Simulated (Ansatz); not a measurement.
Crystal: Cu3Au (Auricupride).

```xyz
4
Lattice="3.7400 0.0000 0.0000 0.0000 3.7400 0.0000 0.0000 0.0000 3.7400" Properties=species:S:1:pos:R:3 pbc="T T T"
Au    0.0000    0.0000    0.0000
Cu    1.8700    1.8700    0.0000
Cu    1.8700    0.0000    1.8700
Cu    0.0000    1.8700    1.8700
```

| Item | Value |
| --- | --- |
| Program | Ansatz 0.2.0 |
| Task | relaxation of cell and atoms |
| Functional | revPBE |
| Dispersion | D3(BJ) |
| Potentials or basis | Ansatz PAW |
| Cutoff | 420 eV (not typed: the program's choice for these potentials) |
| k mesh | 7 × 7 × 7 |
| Occupations | fermi-dirac, width 0.05 eV |
| Spin | no spin polarisation |

At the start: volume 13.08 Å³/atom.

Task: Where does the relaxation end?

Result: It ends after 5 steps and the volume is 12.55 Å³/atom (-4.1 %); space group Pm-3m (No. 221, to 0.05 Å).

The path:
```csv
step,energy change (eV),largest force (eV/Å),volume (Å³)
1,0.0000,0.0000,52.31
2,-0.0460,0.0000,50.45
3,-0.0470,0.0000,50.16
4,-0.0470,0.0000,50.19
5,-0.0450,0.0000,50.19
```

Final structure:
```
CELL_PARAMETERS angstrom
3.68858 0.00000 0.00000
0.00000 3.68858 0.00000
0.00000 0.00000 3.68858
ATOMIC_POSITIONS crystal
Au 0.00000 0.00000 0.00000
Cu 0.50000 0.50000 0.00000
Cu 0.50000 0.00000 0.50000
Cu 0.00000 0.50000 0.50000
```

Caveat: the plane-wave basis is chosen anew once the cell has moved, so the energies of steps on either side of that aren't comparable; the PAW data sets come from PBE, with cores solved anew for the run's functional, which leaves a small shift of forces and pressure.
